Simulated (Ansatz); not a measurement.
## Two Ansatz runs on As

The cell is a measured one (Crystallography Open Database entry 9009651); the temperature and pressure of the measurement aren't taken into account, and nothing was relaxed.

First run: DFT, PBE, PAW with Ansatz's default frozen-core files, scalar-relativistic (Ansatz 0.2.0).

Command: `ansatz run input.yaml --threads 1 --pin off --max-ram 2048MiB --backend cpu --events-out ev --progress --plain --runs-dir out` The run took 6 s on 1 thread of Intel(R) Xeon(R) Platinum 8175M CPU @ 2.50GHz (Skylake/Cascade Lake) (shared host), peak memory 0.45 GiB.

```yaml
crystal:
  lattice:
    - [1.8797494575, 1.0852738553, 3.48577]
    - [-1.8797494575, 1.0852738553, 3.48577]
    - [0.0, -2.1705477106, 3.48577]
  atoms:
    - { symbol: As, position: [0.22754, 0.22754, 0.22754] }
    - { symbol: As, position: [0.77246, 0.77246, 0.77246] }
kpoints:
  mp_grid: { grid: [10, 10, 10] }
scf:
  occupations: { method: fermi_dirac, width: 0.05 }
hamiltonian:
  xc: pbe
  pseudopotentials: { kind: paw }
output:
  forces: true
  stress: true
  eigenvalues: true
  efg: { contact_densities: true }
```

Result: converged; pressure 3.54 GPa; largest force 0.228 eV/Å; no gap on the k mesh; 7 SCF iterations.

The input is then changed:

```diff
@@ -19,3 +19,5 @@
   eigenvalues: true
   efg: { contact_densities: true }
+magnetization:
+  spin_polarized: true
```

Task: Predict the outcome of the changed run.

Result: It converged; pressure 3.54 GPa; largest force 0.228 eV/Å; moment 0.00 μB; 10 SCF iterations.

The results part of its log:

```
SCF 1 converged in 10 iterations: F = -9712.255236 eV  dr2 = 1.23e-8
  greatest PAW one-centre occupation: 0.999 electrons in one spin orbital (limit 2), on the As atom at site 1 (counted from 0), in its partial waves of l = 2
SCF converged after 10 iterations
Magnetization: 0.0000 μB (15.0000 up, 15.0000 down)
Absolute magnetization: 0.0000 μB (∫|ρ↑−ρ↓|)
Spin contamination: 0.0000 ħ² per cell (⟨S²⟩ above its minimum at these occupations)
Per-site moments (μB) at R_I (Å): [(0.0, 1.0380068506605296), (0.0, 1.0380068506605296)]
Free energy (F): -9712.255236 eV
Harris-Foulkes:  -9712.255236 eV  (|F-HF|=8.04e-9)
Internal energy: -9712.253677 eV  (E = F + TS)
E sigma→0 (E₀):  -9712.254456 eV
Entropy (-TS):   -0.001559 eV (-0.780 meV/atom)
Fermi energy:    10.973300 eV
--- Per-component energies (eV) ---
  E_band       = -462.879532
  E_kinetic    = 205.455336
  E_local      = -3315.961659  (includes V_loc(G=0)·N_el)
  E_nonlocal   = -1341.408706
  E_hartree    = 1840.909824
  E_xc         = -158.773081
  E_vxc        = -158.846417  (∫ρ·V_xc dr)
  E_paw        = -3669.131279  (= ΣΔE_a)
  E_vpaw       = 466.061456  (= ΣTr[D̂ρ^β])
  E_aug_tail   = 0.000015  (compensation charges beyond the density's cutoff)
  E_ewald      = -3273.344127
  E_smearing   = -0.001559  (= −TS)
  E_closure    = -0.000000  (closes the sum)
  Σ components = -9712.255236   (vs F -9712.255236, Δ=0.00e0)
--- Forces (eV/Å), atoms counted from 1 ---
  atom   1  As     0.00000000     0.00000000     0.22808587
  atom   2  As    -0.00000000    -0.00000000    -0.22808587
  max |Σ_I F_I| component: 5.55e-17 eV/Å
--- Stress (GPa, compression-positive) ---
        3.857952       0.000000      -0.000000
       -0.000000       3.857952       0.000000
       -0.000000       0.000000       2.915750
  P = ⅓ Tr σ = 3.5439 GPa (35.439 kbar)
--- PAW observables at the nuclei: V_zz in 10²¹ V/m², potentials from the cell's mean, atoms counted from 1 ---
  atom   1  As V_zz =    -5.131454   η = 0.0000   by run symmetry: allowed
            electrostatic potential = -4515.604726 V   contact ρ = 235522.922238 e/Å³   contact ρ_s (e/Å³): all electrons +0.000000, valence +0.000000
  atom   2  As V_zz =    -5.131454   η = 0.0000   by run symmetry: allowed
            electrostatic potential = -4515.604726 V   contact ρ = 235522.922238 e/Å³   contact ρ_s (e/Å³): all electrons +0.000000, valence +0.000000
--- Band table (eV; the first three rows and the last of 232) ---
  k-point 0 ↑: bands = ["-25.4201", "-25.4201", "-25.3753", "-25.3753", "-25.3437", "-25.3066", "-25.3066", "-25.2939", "-25.2609", "-25.2609", "-4.1890", "5.1216", "8.3597", "8.8875", "8.8875", "12.6794", "13.8649", "13.8649", "17.7226"]
  k-point 1 ↑: bands = ["-25.4189", "-25.4171", "-25.3742", "-25.3731", "-25.3430", "-25.3080", "-25.3069", "-25.2957", "-25.2634", "-25.2624", "-4.0540", "4.6418", "8.4027", "8.7933", "8.8576", "12.8917", "13.5910", "13.7320", "16.9343"]
  k-point 2 ↑: bands = ["-25.4156", "-25.4087", "-25.3713", "-25.3671", "-25.3407", "-25.3121", "-25.3081", "-25.3011", "-25.2702", "-25.2665", "-3.6522", "3.4786", "8.2282", "8.5739", "9.1775", "12.5401", "13.1724", "13.2879", "16.7161"]
  k-point 115 ↓: bands = ["-25.4065", "-25.4065", "-25.3701", "-25.3701", "-25.3385", "-25.3092", "-25.3092", "-25.2981", "-25.2766", "-25.2766", "-2.8180", "0.7716", "9.1728", "9.1728", "10.3436", "11.5930", "11.5930", "12.6885", "19.0442"]
```
